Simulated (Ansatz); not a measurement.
**SnSe2: how the settings move a single-point run**

Question: which choices in the input matter for SnSe2? The cell is built on a prototype (3R-MoS2 type) and needn't be the phase found in nature.

Computed with Ansatz 0.2.0 (reference: DFT, PBE, plane waves, PAW, unless a step's input says otherwise).

2 further runs of the same task are left out: 2 that didn't finish.

### 1 Starting point

Symmetry: R3m, No. 160, trigonal system. The conventional cell has a = 3.790 Å, b = 3.790 Å, c = 18.081 Å, α = 90.00°, β = 90.00°, γ = 120.00°. Sn (site symmetry 3m) has 6 Se at 2.77 to 2.78 Å as nearest neighbours. Se (site symmetry 3m) is surrounded by 3 Sn at 2.78 Å. Se (site symmetry 3m) is surrounded by 3 Sn at 2.77 Å.

Structure file:

```cif
data_structure
_symmetry_space_group_name_H-M 'P 1'
_symmetry_Int_Tables_number 1
_cell_length_a 6.4118
_cell_length_b 6.4118
_cell_length_c 6.4118
_cell_angle_alpha 34.381
_cell_angle_beta 34.381
_cell_angle_gamma 34.381
_cell_volume 74.97
loop_
_atom_site_label
_atom_site_type_symbol
_atom_site_fract_x
_atom_site_fract_y
_atom_site_fract_z
_atom_site_occupancy
Sn1 Sn 0.99977 0.99977 0.99977 1
Se1 Se 0.42787 0.42787 0.42787 1
Se2 Se 0.23902 0.23902 0.23902 1
```

### 2 Baseline

Input file input.yaml:

```yaml
crystal:
  lattice:
    - [1.8950116508, 1.0940854867, 6.0269119653]
    - [-1.8950116508, 1.0940854867, 6.0269119653]
    - [0.0, -2.1881709734, 6.0269119653]
  atoms:
    - { symbol: Sn, position: [-0.0002292479, -0.0002292479, -0.0002292479] }
    - { symbol: Se, position: [0.4278747019, 0.4278747019, 0.4278747019] }
    - { symbol: Se, position: [0.2390212127, 0.2390212127, 0.2390212127] }
kpoints:
  mp_grid: { grid: [6, 6, 6] }
hamiltonian:
  xc: pbe
scf:
  occupations: { method: fermi_dirac, width: 0.02 }
  n_extra_bands: 4
output:
  forces: true
  stress: true
  eigenvalues: true
  write_density: true
  write_potential: true
  elf: true
  volumetric_format: npy
```

Command:

```bash
$ ansatz run input.yaml --threads 4 --pin off --max-ram 3686MiB --backend cpu --events-out ev --progress --plain --runs-dir out
```

The main lines of its log:

```text
[...]
Basis set: ecut = 420 eV, 1467 PW (Γ), FFT grids on a1−a2, a2, −a2+a3, exchange–correlation on 54×90×54 points (8 copies of the dense FFT grid, shifted against one another)
[...]
k-points: 32 of 216 (time reversal used)
[...]
SCF iter   1: F=—  HF=-16962.665763 eV  |F-HF|=—  |Δ(HF+E_count)|=         —  Δρ=2.79e-3  dr2=1.25e-2  ethr=1.77e-3  ⟨swp⟩=6.4  Hψ=3767  notcnv=0
preconditioner: auto → LDOS  [metal: Δε(μ)=0.016 eV  Ē_g=15.060 eV  σ=0.020 eV  W_gap=0.19  n_scr=22 (ndim 8)  ℏωp=21.9 eV  f_vac=0.025  D(μ)=1.40/eV (n_scr^D=2)  β→1.0]
SCF iter   2: F=—  HF=-16962.663949 eV  |F-HF|=—  |Δ(HF+E_count)|=   1.81e-3  Δρ=1.04e-3  dr2=1.85e-3  ethr=2.71e-5  ⟨swp⟩=3.5  Hψ=1843  notcnv=0
[...]
SCF iter   5: F=—  HF=-16962.663403 eV  |F-HF|=—  |Δ(HF+E_count)|=   4.30e-6  Δρ=1.59e-5  dr2=2.09e-7  ethr=7.13e-9  ⟨swp⟩=2.0  Hψ=1281  notcnv=0
SCF iter   6: F=-16962.663403 eV  HF=-16962.663403 eV  |F-HF|=7.47e-9  |Δ(HF+E_count)|=   4.11e-8  Δρ=3.43e-6  dr2=1.57e-8  ethr=2.17e-10  ⟨swp⟩=9.2  Hψ=6800  notcnv=0
[...]
SCF converged after 6 iterations
Free energy (F): -16962.663403 eV
[...]
E sigma→0 (E₀):  -16962.662612 eV
[...]
Fermi energy:    9.229996 eV
[...]
  P = ⅓ Tr σ = 2.7297 GPa (27.297 kbar)
[...]
```

Wall time 1.9 s (4 threads of AMD EPYC 7B13 (Zen 3), shared host); peak memory 0.45 GiB.

### 3 Changing settings: ecutwfc 200

Changes to input.yaml since step 2:

```diff
@@ -20,5 +20,3 @@
   eigenvalues: true
-  write_density: true
-  write_potential: true
-  elf: true
-  volumetric_format: npy
+basis:
+  ecutwfc: 200
```

Command:

```bash
$ ansatz run input.yaml --threads 4 --pin off --max-ram 3686MiB --backend cpu --events-out ev --progress --plain --runs-dir out
```

The log of the run, cut to the lines that bear on the results:

```text
Warning: basis.ecutwfc = 200 eV is below the records' recommended 420 eV, and the density's cutoff is lower with it unless basis.ecutrho_ratio is high enough to keep the records' density cutoff: compare with a run at a higher cutoff
Warning: RAYON_NUM_THREADS=4 ignored (pool sized by the plan → 4); use --threads N
[...]
scf.n_extra_bands = 4 over 23 filled bands (N_el = 46.0): the run solves 27 bands
[...]
Pseudopotentials: kind: paw
Pseudopotential: Sn, paw, valence charge 14, recommended cutoff 420 eV (normal), Sn.paw.azcp
Pseudopotential: Se, paw, valence charge 16, recommended cutoff 420 eV (normal), Se.paw.azcp
Functional definition: PBE
[...]
Crystal: 3 atoms, lattice volume = 74.974 Å³
Basis set: ecut = 200 eV, 499 PW (Γ), FFT grids on a1−a3, a2−a3, a3, exchange–correlation on 36×36×60 points (8 copies of the dense FFT grid, shifted against one another)
Bands: 27, of which v1, the nominal top of the filled ones, is band 23 counted from 1 (22 counted from 0)
Symmetry: 6 space group operations
Space group: R3m (ITA 160), of the structure as read, at distance tolerance 4.2e-5 Å
k-points: 32 of 216 (time reversal used)
[...]
SCF iter   1: F=—  HF=-16953.270897 eV  |F-HF|=—  |Δ(HF+E_count)|=         —  Δρ=3.23e-2  dr2=4.21e-1  ethr=1.77e-3  ⟨swp⟩=5.9  Hψ=3309  notcnv=0
[...]
SCF iter   7: F=-16951.767774 eV  HF=-16951.767774 eV  |F-HF|=1.21e-8  |Δ(HF+E_count)|=   2.25e-7  Δρ=9.76e-6  dr2=9.09e-8  ethr=2.17e-10  ⟨swp⟩=5.5  Hψ=3293  notcnv=0
[...]
SCF converged after 7 iterations
Free energy (F): -16951.767774 eV
[...]
E sigma→0 (E₀):  -16951.767074 eV
Entropy (-TS):   -0.001401 eV (-0.467 meV/atom)
Fermi energy:    9.083511 eV
[...]
--- Forces (eV/Å), atoms counted from 1 ---
  atom   1  Sn     0.00000000    -0.00000000     0.02442763
  atom   2  Se     0.00000000    -0.00000000     0.35185038
  atom   3  Se     0.00000000     0.00000000    -0.37628539
[...]
--- Stress (GPa, compression-positive) ---
        2.412398       0.000000       0.000000
       -0.000000       2.412398       0.000000
        0.000000       0.000000       1.770847
  P = ⅓ Tr σ = 2.1985 GPa (21.985 kbar)
--- Band table (eV; the first three rows and the last of 32) ---
  k-point 0: bands = ["-41.6104", "-41.5573", "-41.5573", "-41.5506", "-41.5506", "-41.5443", "-41.4979", "-41.4979", "-41.4815", "-41.4815", "-13.8047", "-13.7885", "-13.7885", "-13.6922", "-13.6922", "-5.3559", "-3.5571", "1.5991", "8.0760", "8.0760", "8.4326", "8.4824", "8.4824", [...]
[...]
```

Wall time 0.72 s (4 threads of AMD EPYC 7B13 (Zen 3), shared host); peak memory 0.36 GiB.

Changing the cutoff moves the energy by +3.63 eV/atom, and the pressure goes from 2.7 to 2.2 GPa and the largest force goes from 0.31 to 0.38 eV/Å. The lower cutoff gives the higher energy: the smaller basis describes the state less well. The log warns that the cutoff is under what these potentials recommend, so the shift is basis error.

### 4 Changed: ecutwfc 350

Changes to input.yaml since step 2:

```diff
@@ -20,5 +20,3 @@
   eigenvalues: true
-  write_density: true
-  write_potential: true
-  elf: true
-  volumetric_format: npy
+basis:
+  ecutwfc: 350
```

Command:

```bash
$ ansatz run input.yaml --threads 4 --pin off --max-ram 3686MiB --backend cpu --events-out ev --progress --plain --runs-dir out
```

The log of the run, cut to the lines that bear on the results:

```text
Warning: basis.ecutwfc = 350 eV is below the records' recommended 420 eV, and the density's cutoff is lower with it unless basis.ecutrho_ratio is high enough to keep the records' density cutoff: compare with a run at a higher cutoff
Warning: RAYON_NUM_THREADS=4 ignored (pool sized by the plan → 4); use --threads N
[...]
scf.n_extra_bands = 4 over 23 filled bands (N_el = 46.0): the run solves 27 bands
[...]
[... 4 set-up lines as earlier in the session ...]
[...]
Crystal: 3 atoms, lattice volume = 74.974 Å³
Basis set: ecut = 350 eV, 1111 PW (Γ), FFT grids on a1−a3, a2−a3, a3, exchange–correlation on 48×48×80 points (8 copies of the dense FFT grid, shifted against one another)
Bands: 27, of which v1, the nominal top of the filled ones, is band 23 counted from 1 (22 counted from 0)
[... 2 set-up lines as earlier in the session ...]
k-points: 32 of 216 (time reversal used)
[...]
SCF iter   1: F=—  HF=-16962.659130 eV  |F-HF|=—  |Δ(HF+E_count)|=         —  Δρ=2.80e-3  dr2=1.27e-2  ethr=1.77e-3  ⟨swp⟩=6.2  Hψ=3715  notcnv=0
[...]
SCF iter   6: F=-16962.656756 eV  HF=-16962.656756 eV  |F-HF|=1.25e-8  |Δ(HF+E_count)|=   2.61e-8  Δρ=3.44e-6  dr2=2.03e-8  ethr=2.17e-10  ⟨swp⟩=5.4  Hψ=3430  notcnv=0
[...]
SCF converged after 6 iterations
Free energy (F): -16962.656756 eV
[...]
E sigma→0 (E₀):  -16962.655968 eV
Entropy (-TS):   -0.001575 eV (-0.525 meV/atom)
Fermi energy:    9.230474 eV
[...]
--- Forces (eV/Å), atoms counted from 1 ---
  atom   1  Sn     0.00000000    -0.00000000    -0.00598601
  atom   2  Se    -0.00000000    -0.00000000     0.31518666
  atom   3  Se     0.00000000     0.00000000    -0.30909371
[...]
--- Stress (GPa, compression-positive) ---
        3.210436      -0.000000       0.000000
       -0.000000       3.210436       0.000000
        0.000000       0.000000       1.864777
  P = ⅓ Tr σ = 2.7619 GPa (27.619 kbar)
--- Band table (eV; the first three rows and the last of 32) ---
[... band rows left out ...]
[...]
```

Wall time 0.97 s (4 threads of AMD EPYC 7B13 (Zen 3), shared host); peak memory 0.4 GiB.

Changing the cutoff moves the energy by +2.2 meV/atom. The lower cutoff gives the higher energy: the smaller basis describes the state less well. The log warns that the cutoff is under what these potentials recommend, so the shift is basis error.

### 5 Changed: mixing.ndim 2

Changes to input.yaml since step 2:

```diff
@@ -16,2 +16,4 @@
   n_extra_bands: 4
+  mixing: { ndim: 2 }
+  max_iter: 86
 output:
@@ -20,5 +22 @@
   eigenvalues: true
-  write_density: true
-  write_potential: true
-  elf: true
-  volumetric_format: npy
```

Command:

```bash
$ ansatz run input.yaml --threads 4 --pin off --max-ram 3686MiB --backend cpu --events-out ev --progress --plain --runs-dir out
```

The log of the run, cut to the lines that bear on the results:

```text
Warning: RAYON_NUM_THREADS=4 ignored (pool sized by the plan → 4); use --threads N
[...]
scf.n_extra_bands = 4 over 23 filled bands (N_el = 46.0): the run solves 27 bands
[...]
[... 4 set-up lines as earlier in the session ...]
[...]
Crystal: 3 atoms, lattice volume = 74.974 Å³
Basis set: ecut = 420 eV, 1467 PW (Γ), FFT grids on a1−a3, a2−a3, a3, exchange–correlation on 54×54×90 points (8 copies of the dense FFT grid, shifted against one another)
Bands: 27, of which v1, the nominal top of the filled ones, is band 23 counted from 1 (22 counted from 0)
[... 2 set-up lines as earlier in the session ...]
k-points: 32 of 216 (time reversal used)
[...]
SCF iter   1: F=—  HF=-16962.665856 eV  |F-HF|=—  |Δ(HF+E_count)|=         —  Δρ=2.79e-3  dr2=1.25e-2  ethr=1.77e-3  ⟨swp⟩=6.4  Hψ=3757  notcnv=0
[...]
SCF iter   7: F=-16962.663403 eV  HF=-16962.663403 eV  |F-HF|=2.43e-9  |Δ(HF+E_count)|=   3.35e-8  Δρ=3.25e-6  dr2=9.92e-9  ethr=2.17e-10  ⟨swp⟩=5.2  Hψ=3409  notcnv=0
[...]
SCF converged after 7 iterations
Free energy (F): -16962.663403 eV
[...]
E sigma→0 (E₀):  -16962.662612 eV
Entropy (-TS):   -0.001581 eV (-0.527 meV/atom)
Fermi energy:    9.230007 eV
[...]
--- Forces (eV/Å), atoms counted from 1 ---
  atom   1  Sn     0.00000000     0.00000000    -0.00592519
  atom   2  Se    -0.00000000    -0.00000000     0.30980797
  atom   3  Se     0.00000000     0.00000000    -0.30387939
[...]
--- Stress (GPa, compression-positive) ---
        3.180275      -0.000000       0.000000
       -0.000000       3.180275       0.000000
        0.000000       0.000000       1.828511
  P = ⅓ Tr σ = 2.7297 GPa (27.297 kbar)
--- Band table (eV; the first three rows and the last of 32) ---
[... band rows left out ...]
[...]
```

Run time: 1.5 s. Hardware: 4 threads of AMD EPYC 7B13 (Zen 3), shared host; peak memory 0.43 GiB.

The changed mixing doesn't alter the result here (within 0.5 meV/atom).

### 6 Changing settings: xc_grid 3

Changes to input.yaml since step 2:

```diff
@@ -20,5 +20,3 @@
   eigenvalues: true
-  write_density: true
-  write_potential: true
-  elf: true
-  volumetric_format: npy
+basis:
+  xc_grid: 3
```

Command:

```bash
$ ansatz run input.yaml --threads 4 --pin off --max-ram 3686MiB --backend cpu --events-out ev --progress --plain --runs-dir out
```

The log of the run, cut to the lines that bear on the results:

```text
Warning: RAYON_NUM_THREADS=4 ignored (pool sized by the plan → 4); use --threads N
[...]
scf.n_extra_bands = 4 over 23 filled bands (N_el = 46.0): the run solves 27 bands
[...]
[... 4 set-up lines as earlier in the session ...]
[...]
Crystal: 3 atoms, lattice volume = 74.974 Å³
Basis set: ecut = 420 eV, 1467 PW (Γ), FFT grids on a1−a3, a2−a3, a3, exchange–correlation on 81×81×135 points (27 copies of the dense FFT grid, shifted against one another)
Bands: 27, of which v1, the nominal top of the filled ones, is band 23 counted from 1 (22 counted from 0)
[... 2 set-up lines as earlier in the session ...]
k-points: 32 of 216 (time reversal used)
[...]
SCF iter   1: F=—  HF=-16962.665860 eV  |F-HF|=—  |Δ(HF+E_count)|=         —  Δρ=2.79e-3  dr2=1.25e-2  ethr=1.77e-3  ⟨swp⟩=6.4  Hψ=3757  notcnv=0
[...]
SCF iter   6: F=-16962.663404 eV  HF=-16962.663404 eV  |F-HF|=7.90e-9  |Δ(HF+E_count)|=   4.14e-8  Δρ=3.41e-6  dr2=1.58e-8  ethr=2.17e-10  ⟨swp⟩=5.7  Hψ=3820  notcnv=0
[...]
SCF converged after 6 iterations
Free energy (F): -16962.663404 eV
[...]
E sigma→0 (E₀):  -16962.662613 eV
Entropy (-TS):   -0.001581 eV (-0.527 meV/atom)
Fermi energy:    9.229997 eV
[...]
--- Forces (eV/Å), atoms counted from 1 ---
  atom   1  Sn     0.00000000    -0.00000000    -0.00588539
  atom   2  Se     0.00000000    -0.00000000     0.30981562
  atom   3  Se     0.00000000     0.00000000    -0.30384375
[...]
--- Stress (GPa, compression-positive) ---
        3.180262      -0.000000       0.000000
       -0.000000       3.180262       0.000000
        0.000000       0.000000       1.828444
  P = ⅓ Tr σ = 2.7297 GPa (27.297 kbar)
--- Band table (eV; the first three rows and the last of 32) ---
[... band rows left out ...]
[...]
```

It took 1.4 s on 4 threads of AMD EPYC 7B13 (Zen 3), shared host; peak memory 0.45 GiB.

Changing the numerical grids hardly moves the energy: 0.0 meV/atom.

### 7 Changed: pseudopotentials.kind nc

Changes to input.yaml since step 2:

```diff
@@ -13,2 +13,3 @@
   xc: pbe
+  pseudopotentials: { kind: nc }
 scf:
@@ -20,5 +21 @@
   eigenvalues: true
-  write_density: true
-  write_potential: true
-  elf: true
-  volumetric_format: npy
```

Command:

```bash
$ ansatz run input.yaml --threads 4 --pin off --max-ram 3686MiB --backend cpu --events-out ev --progress --plain --runs-dir out
```

The log of the run, cut to the lines that bear on the results:

```text
Warning: RAYON_NUM_THREADS=4 ignored (pool sized by the plan → 4); use --threads N
[...]
scf.n_extra_bands = 4 over 23 filled bands (N_el = 46.0): the run solves 27 bands
[...]
Pseudopotentials: kind: nc
Pseudopotential: Sn, nc, valence charge 14, recommended cutoff 979.609905 eV (normal), Sn.nc.azcp
Pseudopotential: Se, nc, valence charge 16, recommended cutoff 1170.089609 eV (normal), Se.nc.azcp
[... 1 set-up line as earlier in the session ...]
[...]
Crystal: 3 atoms, lattice volume = 74.974 Å³
Basis set: ecut = 1170.089609 eV, 6843 PW (Γ), FFT grids on a1−a3, a2−a3, a3, exchange–correlation on 90×90×144 points (8 copies of the dense FFT grid, shifted against one another)
Bands: 27, of which v1, the nominal top of the filled ones, is band 23 counted from 1 (22 counted from 0)
[... 2 set-up lines as earlier in the session ...]
k-points: 32 of 216 (time reversal used)
[...]
SCF iter   1: F=—  HF=-8806.824350 eV  |F-HF|=—  |Δ(HF+E_count)|=         —  Δρ=3.66e-2  dr2=2.31e0  ethr=3.10e-3  ⟨swp⟩=11.8  Hψ=5611  notcnv=0
[...]
SCF iter   6: F=-8806.258129 eV  HF=-8806.258129 eV  |F-HF|=3.45e-8  |Δ(HF+E_count)|=   6.46e-7  Δρ=1.22e-5  dr2=7.80e-8  ethr=2.17e-10  ⟨swp⟩=10.2  Hψ=6619  notcnv=0
[...]
SCF converged after 6 iterations
Free energy (F): -8806.258129 eV
[...]
E sigma→0 (E₀):  -8806.257360 eV
Entropy (-TS):   -0.001538 eV (-0.513 meV/atom)
Fermi energy:    9.660602 eV
[...]
--- Forces (eV/Å), atoms counted from 1 ---
  atom   1  Sn    -0.00000000     0.00000000    -0.00623702
  atom   2  Se    -0.00000000    -0.00000000     0.31597830
  atom   3  Se    -0.00000000     0.00000000    -0.30973707
[...]
--- Stress (GPa, compression-positive) ---
        3.201799       0.000000       0.000000
        0.000000       3.201799       0.000000
        0.000000       0.000000       1.767901
  P = ⅓ Tr σ = 2.7238 GPa (27.238 kbar)
--- Band table (eV; the first three rows and the last of 32) ---
[... band rows left out ...]
[...]
```

Wall time 4.7 s (4 threads of AMD EPYC 7B13 (Zen 3), shared host); peak memory 0.61 GiB.

A change of potentials puts the total energy on another scale; pressure, gap, moments and forces, where computed, barely move. The two sets of potentials agree on what can be compared.

### 8 Changed: occupations.width 0.05

Changes to input.yaml since step 2:

```diff
@@ -14,3 +14,3 @@
 scf:
-  occupations: { method: fermi_dirac, width: 0.02 }
+  occupations: { method: fermi_dirac, width: 0.05 }
   n_extra_bands: 4
@@ -20,5 +20 @@
   eigenvalues: true
-  write_density: true
-  write_potential: true
-  elf: true
-  volumetric_format: npy
```

Command:

```bash
$ ansatz run input.yaml --threads 4 --pin off --max-ram 3686MiB --backend cpu --events-out ev --progress --plain --runs-dir out
```

The log of the run, cut to the lines that bear on the results:

```text
Warning: RAYON_NUM_THREADS=4 ignored (pool sized by the plan → 4); use --threads N
[...]
scf.n_extra_bands = 4 over 23 filled bands (N_el = 46.0): the run solves 27 bands
[...]
[... 4 set-up lines as earlier in the session ...]
[...]
Crystal: 3 atoms, lattice volume = 74.974 Å³
Basis set: ecut = 420 eV, 1467 PW (Γ), FFT grids on a1−a3, a2−a3, a3, exchange–correlation on 54×54×90 points (8 copies of the dense FFT grid, shifted against one another)
Bands: 27, of which v1, the nominal top of the filled ones, is band 23 counted from 1 (22 counted from 0)
[... 2 set-up lines as earlier in the session ...]
k-points: 32 of 216 (time reversal used)
[...]
SCF iter   1: F=—  HF=-16962.669643 eV  |F-HF|=—  |Δ(HF+E_count)|=         —  Δρ=2.78e-3  dr2=1.24e-2  ethr=1.77e-3  ⟨swp⟩=6.1  Hψ=3687  notcnv=0
[...]
SCF iter   6: F=-16962.667198 eV  HF=-16962.667198 eV  |F-HF|=3.38e-9  |Δ(HF+E_count)|=   1.75e-8  Δρ=3.15e-6  dr2=8.57e-9  ethr=2.17e-10  ⟨swp⟩=5.9  Hψ=3924  notcnv=0
[...]
SCF converged after 6 iterations
Free energy (F): -16962.667198 eV
[...]
E sigma→0 (E₀):  -16962.662800 eV
Entropy (-TS):   -0.008797 eV (-2.932 meV/atom)
Fermi energy:    9.229363 eV
[...]
--- Forces (eV/Å), atoms counted from 1 ---
  atom   1  Sn     0.00000000    -0.00000000    -0.00458657
  atom   2  Se     0.00000000    -0.00000000     0.30935472
  atom   3  Se     0.00000000     0.00000000    -0.30476139
[...]
--- Stress (GPa, compression-positive) ---
        3.190126      -0.000000       0.000000
       -0.000000       3.190126       0.000000
        0.000000       0.000000       1.871494
  P = ⅓ Tr σ = 2.7506 GPa (27.506 kbar)
--- Band table (eV; the first three rows and the last of 32) ---
[... band rows left out ...]
[...]
```

It took 1.4 s on 4 threads of AMD EPYC 7B13 (Zen 3), shared host; peak memory 0.43 GiB.

Changing the smearing leaves the energy as it was (-0.1 meV/atom).

### 9 Comparison

| run | ending | energy change | pressure (GPa) | gap (eV) | force (eV/Å) | cycles | time |
| --- | --- | --- | --- | --- | --- | --- | --- |
| reference | converged | 0 | 2.7 | 0.00 | 0.31 | 6 | 1.9 s |
| 1: ecutwfc 200 | converged | +3.63 eV/atom | 2.2 | 0.00 | 0.38 | 7 | 0.72 s |
| 2: ecutwfc 350 | converged | +2.2 meV/atom | 2.8 | 0.00 | 0.32 | 6 | 0.97 s |
| 3: mixing.ndim 2 | converged | 0.0 meV/atom | 2.7 | 0.00 | 0.31 | 7 | 1.5 s |
| 4: xc_grid 3 | converged | 0.0 meV/atom | 2.7 | 0.00 | 0.31 | 6 | 1.4 s |
| 5: pseudopotentials.kind nc | converged | not comparable | 2.7 | 0.00 | 0.32 | 6 | 4.7 s |
| 6: occupations.width 0.05 | converged | -0.1 meV/atom (σ→0) | 2.8 | 0.00 | 0.31 | 6 | 1.4 s |

Times don't compare one to one where runs were asked for different outputs or read a saved state (see the inputs); cycles may leave out searches for a lower state.

Residual by cycle in the longest SCF loop of each run; runs are numbered as in the table. The quantity is the density residual dr2, in eV.

| cycle | reference | run 1 | run 2 | run 3 | run 4 | run 5 | run 6 |
| --- | --- | --- | --- | --- | --- | --- | --- |
| 1 | 0.0125 | 0.421 | 0.0127 | 0.0125 | 0.0125 | 2.31 | 0.0124 |
| 2 | 0.00185 | 0.343 | 0.00177 | 0.00189 | 0.00189 | 0.0668 | 0.00442 |
| 3 | 1.5e-4 | 0.00278 | 1.6e-4 | 1.6e-4 | 1.6e-4 | 0.00158 | 1.5e-4 |
| 4 | 3.3e-6 | 1.5e-4 | 3.0e-6 | 3.3e-6 | 3.3e-6 | 5.4e-5 | 2.5e-6 |
| 5 | 2.1e-7 | 1.5e-5 | 2.0e-7 | 5.7e-7 | 2.1e-7 | 2.8e-6 | 1.6e-7 |
| 6 | 1.6e-8 | 5.8e-7 | 2.0e-8 | 1.1e-7 | 1.6e-8 | 7.8e-8 | 8.6e-9 |
| 7 | - | 9.1e-8 | - | 9.9e-9 | - | - | - |

**Reading.** Semilocal functionals close small gaps, so the missing gap need not be the real solid's. Runs 1 and 2 ran under the cutoff that the potentials recommend, as the log warns, so basis error is mixed into their values, and swamps them where the cutoff is far short. Of the variants the dearest is «pseudopotentials.kind nc» (4.7 s), the cheapest «ecutwfc 200» (0.72 s), on a shared host.
